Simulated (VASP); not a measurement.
Se:

```
CELL_PARAMETERS angstrom
4.36620 0.00000 0.00000
-2.18310 3.78124 0.00000
0.00000 0.00000 4.95360
ATOMIC_POSITIONS crystal
Se 0.77460 0.77460 0.00000
Se 0.00000 0.22540 0.66667
Se 0.22540 0.00000 0.33333
```

Base run:

```yaml
Program: VASP 6.6.1
Functional: PBEsol
Potentials_or_basis: VASP PAW PBE potentials, release 64 (Se)
Cutoff: 520 eV
k_mesh: 8 × 8 × 6
Occupations: gaussian, width 0.02 eV
Spin: no spin polarisation
```

Its results: band gap on the k mesh 1.11 eV, indirect (least direct gap 1.19 eV); pressure 0.4 GPa; largest force 0.334 eV/Å.

Task: After a change of settings the same cell gave: band gap on the k mesh 1.07 eV, indirect (least direct gap 1.14 eV); pressure -1.1 GPa; largest force 0.263 eV/Å. Which change was it?
A. functional from PBEsol to r2SCAN
B. functional from PBEsol to LDA; potentials or basis from VASP PAW PBE potentials, release 64 (Se) to VASP PAW LDA potentials, release 64 (Se)
C. functional from PBEsol to HSE03; k mesh from 8 × 8 × 6 to 6 × 6 × 4
D. cutoff from 520 eV to 500 eV; k mesh from 8 × 8 × 6 to 7 × 7 × 6; occupations from gaussian, width 0.02 eV to gaussian, width 0.1 eV

Result: B.

Caveats: the mesh misses the band edges, which the band path finds closer together; the PAW data sets were made with another functional, which shifts forces and pressure a little (some runs).

Not every run made on this cell is shown here.
